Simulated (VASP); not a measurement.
# GaAs (F-43m) in VASP: a series of runs

The runs below take GaAs through single point, with PBE.

All numbers are computed with VASP 6.6.1; they aren't measurements. Logs are shortened: lines on timing, memory, paths and dates and some standing lists are left out, and cuts for length are marked.

**1. The undisturbed crystal**

It takes space group F-43m (No. 216, cubic). The conventional cell has a = 5.654 Å, b = 5.654 Å, c = 5.654 Å, α = 90.00°, β = 90.00°, γ = 90.00°. Ga (site symmetry -43m) has 4 As at 2.45 Å as nearest neighbours. As (site symmetry -43m) has 4 Ga at 2.45 Å as nearest neighbours.

**2. Single point, PBE (a relaxed cell with its volume scaled by 1.03)**

INCAR

```
SYSTEM = GaAs
  PREC = Accurate
  ENCUT = 520
  EDIFF = 1E-7
  ISMEAR = 0
  SIGMA = 1.0
  LREAL = .False.
  LASPH = .True.
  NELM = 60
  ALGO = Normal
  ISIF = 2
  LWAVE = .False.
  LCHARG = .False.
  GGA = PE
  NBANDS = 16
```

KPOINTS

```
Automatic mesh
0
Gamma
  10 10 10
  0 0 0
```

POSCAR

```
GaAs                                    
1.0
    0.0000000000      2.9101349917      2.9101349917
    2.9101349917      0.0000000000      2.9101349917
    2.9101349917      2.9101349917      0.0000000000
  Ga              As            
     1     1
Direct
     0.0000000000000000    0.0000000000000000    0.0000000000000000
     0.2500000000000000    0.2500000000000000    0.2500000000000000
```

Potentials or basis: VASP PAW PBE potentials, release 64 (Ga_d, As).

Launch:

```bash
$ cat potpaw_PBE.64/Ga_d/POTCAR potpaw_PBE.64/As/POTCAR > POTCAR
$ mpirun -np 1 vasp_std > vasp.out
```

OUTCAR:

```text
SYSTEM = GaAs
   PREC = Accurate
   ENCUT = 520
   EDIFF = 1E-7
   ISMEAR = 0
   LREAL = .False.
   LASPH = .True.
   NELM = 60
   ISIF = 2
   GGA = PE

 ion  position               nearest neighbor table
   1  0.000  0.000  0.000-   2 2.52   2 2.52   2 2.52   2 2.52
   2  0.250  0.250  0.250-   1 2.52   1 2.52   1 2.52   1 2.52

  LATTYP: Found a face centered cubic cell.
 ALAT       =     5.8202699834

  Lattice vectors:

 A1 = (   0.0000000000,   2.9101349917,   2.9101349917)
 A2 = (   2.9101349917,   0.0000000000,   2.9101349917)
 A3 = (   2.9101349917,   2.9101349917,   0.0000000000)

Analysis of symmetry for initial positions (statically):
=====================================================================
 Subroutine PRICEL returns:
 Original cell was already a primitive cell.

 Routine SETGRP: Setting up the symmetry group for a
 face centered cubic supercell.

 Subroutine GETGRP returns: Found 24 space group operations
 (whereof 24 operations were pure point group operations)
 out of a pool of 48 trial point group operations.

The static configuration has the point symmetry T_d .

Analysis of symmetry for dynamics (positions and initial velocities):
=====================================================================
 Subroutine PRICEL returns:
 Original cell was already a primitive cell.

 Routine SETGRP: Setting up the symmetry group for a
 face centered cubic supercell.

 Subroutine GETGRP returns: Found 24 space group operations
 (whereof 24 operations were pure point group operations)
 out of a pool of 48 trial point group operations.

The dynamic configuration has the point symmetry T_d .

 Subroutine INISYM returns: Found 24 space group operations
 (whereof 24 operations are pure point group operations),
 and found     1 'primitive' translations

----------------------------------------------------------------------------------------

                                     Primitive cell

  volume of cell :      49.2912

  direct lattice vectors                    reciprocal lattice vectors
     0.000000000  2.910134992  2.910134992    -0.171813336  0.171813336  0.171813336
     2.910134992  0.000000000  2.910134992     0.171813336 -0.171813336  0.171813336
     2.910134992  2.910134992  0.000000000     0.171813336  0.171813336 -0.171813336

  length of vectors
     4.115552374  4.115552374  4.115552374     0.297589427  0.297589427  0.297589427

  position of ions in fractional coordinates (direct lattice)
     0.000000000  0.000000000  0.000000000
     0.250000000  0.250000000  0.250000000

  ion indices of the primitive-cell ions
   primitive index   ion index
                 1           1
                 2           2

----------------------------------------------------------------------------------------

 KPOINTS: Automatic mesh

Automatic generation of k-mesh.
 Grid dimensions read from file:
 generate k-points for:   10   10   10

 Generating k-lattice:

  Cartesian coordinates                     Fractional coordinates (reciprocal lattice)
    -0.017181334  0.017181334  0.017181334     0.100000000  0.000000000  0.000000000
     0.017181334 -0.017181334  0.017181334     0.000000000  0.100000000  0.000000000
     0.017181334  0.017181334 -0.017181334     0.000000000  0.000000000  0.100000000

  Length of vectors
     0.029758943  0.029758943  0.029758943

  Shift w.r.t. Gamma in fractional coordinates (k-lattice)
     0.000000000  0.000000000  0.000000000

 Subroutine IBZKPT returns following result:
 ===========================================

 Found     47 irreducible k-points:

 Following reciprocal coordinates:
            Coordinates               Weight
  0.000000  0.000000  0.000000      1.000000
  0.100000  0.000000  0.000000      8.000000
  0.200000  0.000000  0.000000      8.000000
  0.300000  0.000000  0.000000      8.000000
  0.400000  0.000000  0.000000      8.000000
  0.500000  0.000000  0.000000      4.000000
[... 16 lines left out ...]
  0.300000  0.300000  0.000000      6.000000
  0.400000  0.300000  0.000000     24.000000
 [... further k-points ...]
   k-points           NKPTS =     47   k-points in BZ     NKDIM =     47   number of bands    NBANDS=     16
   number of dos      NEDOS =    301   number of ions     NIONS =      2
   total plane-waves  NPLWV =  32768
   dimension x,y,z NGX =    32 NGY =   32 NGZ =   32
   dimension x,y,z NGXF=    64 NGYF=   64 NGZF=   64
   ions per type =               1   1
   NGX,Y,Z   is equivalent  to a cutoff of  12.93, 12.93, 12.93 a.u.
   NGXF,Y,Z  is equivalent  to a cutoff of  25.85, 25.85, 25.85 a.u.
 SYSTEM =  GaAs
   PREC   = accura    normal or accurate (medium, high low for compatibility)
   ISTART =      0    job   : 0-new  1-cont  2-samecut
   ICHARG =      2    charge: 1-file 2-atom 10-const
   ISPIN  =      1    spin polarized calculation?
   LNONCOLLINEAR =      F non collinear calculations
   LSORBIT =      F    spin-orbit coupling
   LASPH  =      T    aspherical Exc in radial PAW
   ENCUT  =  520.0 eV  38.22 Ry    6.18 a.u.   7.65  7.65  7.65*2*pi/ulx,y,z
   NELM   =     60;   NELMIN=  2; NELMDL= -5     # of ELM steps
   EDIFF  = 0.1E-06   stopping-criterion for ELM
   LREAL  =      F    real-space projection
   EDIFFG = 0.1E-05   stopping-criterion for IOM
   NSW    =      0    number of steps for IOM
   IBRION =     -1    ionic relax: 0-MD 1-quasi-New 2-CG
   NFREE  =      0    steps in history (QN), initial steepest desc. (CG)
   ISIF   =      2    stress and relaxation
   ISYM   =      2    0-nonsym 1-usesym 2-fastsym
   POTIM  = 0.5000    time-step for ionic-motion
   TEBEG  =    0.0;   TEEND  =   0.0 temperature during run
   PSTRESS=    0.0 pullay stress
   NELECT =      18.0000    total number of electrons
   NUPDOWN=      -1.0000    fix difference up-down
   EMIN   =  10.00;   EMAX   =-10.00  energy-range for DOS
   EFERMI =   0.00;   METHOD = LEGACY
   ISMEAR =     0;   SIGMA  =   1.00  broadening in eV -4-tet -1-fermi 0-gaus
   EFERMI_NEDOS =   21; number of points for ismear=-14 and -15
   IALGO  =     38    algorithm
   IMIX   =      4    mixing-type and parameters
     AMIX     =   0.40;   BMIX     =  1.00
     AMIX_MAG =   1.60;   BMIX_MAG =  1.00
  volume/ion in A,a.u.               =      24.65       166.32
  Fermi-wavevector in a.u.,A,eV,Ry     =   1.170153  2.211268 18.629877  1.369257
  Thomas-Fermi vector in A             =   2.306615
   LORBIT       =      0    0 simple, 1 ext, 2 COOP (PROOUT), +10 PAW based schemes
   GGA     = PE    functional components
   LHFCALC =     F    Hartree Fock is set to
   AEXX    =    0.0000 exact exchange contribution
   IVDW    =     0    specifies the selected vdW correction
   LEPSILON=     F    determine dielectric tensor
   LRPA    =     F    only Hartree local field effects (RPA)
 non-spin polarized calculation
 Gauss-broadening in eV      SIGMA  =   1.00
  energy-cutoff  :      520.00
  volume of cell :       49.29
 maximum number of plane-waves:      1363
   NGX = 15   NGY = 15   NGZ = 15

 number of electron      17.9999989 magnetization

 Free energy of the ion-electron system (eV)
  ---------------------------------------------------
  ext. energy  EPLUGINS =         0.00000000
  ---------------------------------------------------
  free energy    TOTEN  =        -8.29248769 eV

  energy without entropy =       -8.17902496  energy(sigma->0) =       -8.23575632

 E-fermi :   3.6157     XC(G=0):  -9.2086

 val. band max:        3.1377216617   @ k =   0.0000   0.0000   0.0000
 cond. band min:       3.9129944676   @ k =   0.5000   0.0000   0.0000
 fundamental gap:      0.7752728059
 Fermi energy:         3.6156521603

 k-point     1 :       0.0000    0.0000    0.0000
  band No.  band energies     occupation
      1     -11.5108      2.00000
      2     -11.5108      2.00000
      3     -11.5108      2.00000
      4     -11.4503      2.00000
      5     -11.4503      2.00000
      6      -8.9969      2.00000
[... 8 lines left out ...]
     15      13.0541      0.00000
     16      13.0541      0.00000

 k-point     2 :       0.1000    0.0000    0.0000
  band No.  band energies     occupation
      1     -11.5166      2.00000
      2     -11.5090      2.00000
      3     -11.5090      2.00000
      4     -11.4504      2.00000
      5     -11.4504      2.00000
      6      -8.8939      2.00000
[... 8 lines left out ...]
     15      12.4520      0.00000
     16      12.4520      0.00000

 k-point     3 :       0.2000    0.0000    0.0000
  band No.  band energies     occupation
      1     -11.5313      2.00000
      2     -11.5048      2.00000
      3     -11.5048      2.00000
      4     -11.4503      2.00000
      5     -11.4503      2.00000
      6      -8.5986      2.00000
[... 8 lines left out ...]
     15      11.9914      0.00000
     16      11.9914      0.00000

 k-point     4 :       0.3000    0.0000    0.0000
  band No.  band energies     occupation
      1     -11.5484      2.00000
      2     -11.5003      2.00000
      3     -11.5003      2.00000
      4     -11.4495      2.00000
      5     -11.4495      2.00000
      6      -8.1608      2.00000
[... 8 lines left out ...]
     15      12.3097      0.00000
     16      12.3097      0.00000

 k-point     5 :       0.4000    0.0000    0.0000
  band No.  band energies     occupation
      1     -11.5615      2.00000
      2     -11.4972      2.00000
      3     -11.4972      2.00000
      4     -11.4481      2.00000
      5     -11.4481      2.00000
      6      -7.7058      2.00000
[... 8 lines left out ...]
     15      13.4082      0.00000
     16      13.4082      0.00000

 k-point     6 :       0.5000    0.0000    0.0000
  band No.  band energies     occupation
      1     -11.5664      2.00000
      2     -11.4963      2.00000
      3     -11.4963      2.00000
      4     -11.4475      2.00000
      5     -11.4475      2.00000
      6      -7.4901      2.00000
[... 8 lines left out ...]
     15      14.5887      0.00000
     16      14.5887      0.00000

 k-point     7 :       0.1000    0.1000    0.0000
  band No.  band energies     occupation
      1     -11.5203      2.00000
      2     -11.5074      2.00000
      3     -11.5074      2.00000
      4     -11.4516      2.00000
      5     -11.4494      2.00000
      6      -8.8595      2.00000
[... 8 lines left out ...]
     15      11.6212      0.00000
     16      13.2083      0.00000

 k-point     8 :       0.2000    0.1000    0.0000
  band No.  band energies     occupation
      1     -11.5323      2.00000
      2     -11.5039      2.00000
      3     -11.5032      2.00000
      4     -11.4527      2.00000
      5     -11.4485      2.00000
      6      -8.6277      2.00000
[... 8 lines left out ...]
     15      12.2842      0.00000
     16      12.9505      0.00000

 k-point     9 :       0.3000    0.1000    0.0000
  band No.  band energies     occupation
      1     -11.5475      2.00000
      2     -11.5001      2.00000
      3     -11.4984      2.00000
      4     -11.4529      2.00000
      5     -11.4476      2.00000
      6      -8.2337      2.00000
[... 8 lines left out ...]
     15      12.7089      0.00000
     16      13.0592      0.00000
[... 172 lines left out ...]
 k-point    19 :       0.5000    0.2000    0.0000
  band No.  band energies     occupation
      1     -11.5725      2.00000
      2     -11.4915      2.00000
      3     -11.4882      2.00000
      4     -11.4547      2.00000
      5     -11.4459      2.00000
      6      -7.3222      2.00000
[... 8 lines left out ...]
     15      14.5445      0.00000
     16      14.6602      0.00000

 k-point    20 :      -0.4000    0.2000    0.0000
  band No.  band energies     occupation
      1     -11.5719      2.00000
      2     -11.4922      2.00000
      3     -11.4892      2.00000
      4     -11.4518      2.00000
      5     -11.4483      2.00000
      6      -7.2634      2.00000
[... 8 lines left out ...]
     15      12.9684      0.00000
     16      14.4017      0.00000

 k-point    21 :      -0.3000    0.2000    0.0000
  band No.  band energies     occupation
      1     -11.5651      2.00000
      2     -11.4937      2.00000
      3     -11.4926      2.00000
      4     -11.4510      2.00000
      5     -11.4496      2.00000
      6      -7.5712      2.00000
[... 8 lines left out ...]
     15      12.9719      0.00000
     16      14.8031      0.00000

 k-point    22 :      -0.2000    0.2000    0.0000
  band No.  band energies     occupation
      1     -11.5537      2.00000
      2     -11.4978      2.00000
      3     -11.4963      2.00000
      4     -11.4523      2.00000
      5     -11.4486      2.00000
      6      -8.0086      2.00000
[... 8 lines left out ...]
     15      13.3395      0.00000
     16      13.9793      0.00000

 k-point    23 :       0.3000    0.3000    0.0000
  band No.  band energies     occupation
      1     -11.5679      2.00000
      2     -11.4875      2.00000
      3     -11.4875      2.00000
      4     -11.4611      2.00000
      5     -11.4440      2.00000
      6      -7.8644      2.00000
[... 8 lines left out ...]
     15      14.4259      0.00000
     16      15.0205      0.00000

 k-point    24 :       0.4000    0.3000    0.0000
  band No.  band energies     occupation
      1     -11.5771      2.00000
      2     -11.4841      2.00000
      3     -11.4831      2.00000
      4     -11.4625      2.00000
      5     -11.4431      2.00000
      6      -7.4908      2.00000
[... 8 lines left out ...]
     15      15.0543      0.00000
     16      15.3604      0.00000

 [... further k-points ...]

------------------------ aborting loop because EDIFF is reached ----------------------------------------

  FORCE on cell =-STRESS in cart. coord.  units (eV):
  Direction    XX          YY          ZZ          XY          YZ          ZX
  --------------------------------------------------------------------------------------
  -------------------------------------------------------------------------------------
  Total       -0.4744071     -0.4744071     -0.4744071      0.0000000     -0.0000000     -0.0000000
  in kB      -15.4202840    -15.4202840    -15.4202840      0.0000000     -0.0000000     -0.0000000
  external PRESSURE =     -15.4202840 kB  Pullay stress =       0.0000000 kB

 VOLUME and BASIS-vectors are now :
 -----------------------------------------------------------------------------
  energy-cutoff  :      520.00
  volume of cell :       49.29
      direct lattice vectors                 reciprocal lattice vectors
     0.000000000  2.910134992  2.910134992    -0.171813336  0.171813336  0.171813336
     2.910134992  0.000000000  2.910134992     0.171813336 -0.171813336  0.171813336
     2.910134992  2.910134992  0.000000000     0.171813336  0.171813336 -0.171813336

 POSITION                                       TOTAL-FORCE (eV/Angst)
 -----------------------------------------------------------------------------------
      0.00000      0.00000      0.00000         0.000000      0.000000      0.000000
      1.45507      1.45507      1.45507        -0.000000     -0.000000     -0.000000
 -----------------------------------------------------------------------------------
    total drift:                                0.000001      0.000001      0.000001

  FREE ENERGIE OF THE ION-ELECTRON SYSTEM (eV)
  ---------------------------------------------------
  free  energy   TOTEN  =        -8.2924876870 eV

  energy  without entropy=       -8.1790249557  energy(sigma->0) =       -8.23575632
```

Run time: 30 s. Hardware: 1 thread of Intel Xeon Platinum 8488C (Sapphire Rapids), shared host; peak memory 0.19 GiB.

What came out:

```yaml
Free_energy: -8.2925 eV
Pressure: -1.5 GPa
Band_gap_on_the_k_mesh: none (metal or under the smearing width)
```

**3. Single point, PBE (a relaxed cell with its volume scaled by 0.94)**

INCAR is that of step 2.

KPOINTS is that of step 2.

POSCAR

```
GaAs                                    
1.0
    0.0000000000      2.8227777006      2.8227777006
    2.8227777006      0.0000000000      2.8227777006
    2.8227777006      2.8227777006      0.0000000000
  Ga              As            
     1     1
Direct
     0.0000000000000000    0.0000000000000000    0.0000000000000000
     0.2500000000000000    0.2500000000000000    0.2500000000000000
```

Potentials or basis: VASP PAW PBE potentials, release 64 (Ga_d, As).

Launch:

```bash
$ cat potpaw_PBE.64/Ga_d/POTCAR potpaw_PBE.64/As/POTCAR > POTCAR
$ mpirun -np 1 vasp_std > vasp.out
```

Wall time 33 s (1 thread of Intel Xeon Platinum 8488C (Sapphire Rapids), shared host); peak memory 0.18 GiB.

The run converged. Its results:

```yaml
Free_energy: -8.2650 eV
Pressure: 4.1 GPa
Band_gap_on_the_k_mesh: 0.56 eV, direct
```

Levels at points of the mesh, in eV from the valence-band top:
| k point | band 7 | band 8 | band 9 | band 10 | band 11 | band 12 |
| --- | --- | --- | --- | --- | --- | --- |
| (0.00, 0.00, 0.00) | 0.00 | 0.00 | 0.00 | 0.56 | 3.74 | 3.74 |
| (0.50, 0.00, 0.00) | -6.66 | -1.15 | -1.15 | 1.02 | 4.64 | 4.64 |
| (0.50, 0.50, 0.00) | -6.83 | -2.69 | -2.69 | 1.46 | 1.66 | 10.21 |

A k mesh can miss the band edges.

**4. Single point, PBE (a relaxed cell with its volume scaled by 1.06)**

INCAR is that of step 3.

KPOINTS is that of step 3.

POSCAR

```
GaAs                                    
1.0
    0.0000000000      2.9381187756      2.9381187756
    2.9381187756      0.0000000000      2.9381187756
    2.9381187756      2.9381187756      0.0000000000
  Ga              As            
     1     1
Direct
     0.0000000000000000    0.0000000000000000    0.0000000000000000
     0.2500000000000000    0.2500000000000000    0.2500000000000000
```

Launch:

```bash
$ cat potpaw_PBE.64/Ga_d/POTCAR potpaw_PBE.64/As/POTCAR > POTCAR
$ mpirun -np 1 vasp_std > vasp.out
```

It took 29 s on 1 thread of Intel Xeon Platinum 8488C (Sapphire Rapids), shared host; peak memory 0.19 GiB.

Results (log left out):

| Property | Result |
| --- | --- |
| Free energy | -8.2727 eV |
| Pressure | -2.8 GPa |
| Band gap on the k mesh | none (metal or under the smearing width) |

Levels at points of the mesh, in eV from the Fermi level:
```tsv
k point	band 5	band 6	band 7	band 8	band 9	band 10	band 11	band 12	band 13	band 14
(0.00, 0.00, 0.00)	-15.01	-12.41	-0.77	-0.46	-0.46	-0.46	3.24	3.24	3.24	6.78
(0.50, 0.00, 0.00)	-15.01	-10.99	-6.51	-1.43	-1.43	0.25	4.13	4.13	7.13	9.10
(0.50, 0.50, 0.00)	-15.01	-10.39	-6.76	-2.75	-2.75	1.21	1.23	8.82	8.82	9.53
```

**5. Overview**

```csv
cell,gap on the mesh (eV),pressure (GPa)
a relaxed cell with its volume scaled by 1.03,none,-1.5
a relaxed cell with its volume scaled by 0.94,0.56,4.1
a relaxed cell with its volume scaled by 1.06,none,-2.8
```

Alike in all rows: task single point; level PBE; potentials or basis VASP PAW PBE potentials, release 64 (Ga_d, As); no spin polarisation; k mesh 10 × 10 × 10; cutoff (eV) 520; smearing gaussian 1 eV.

Total energies depend on the potentials used, so only differences within one code and one set of settings carry meaning.
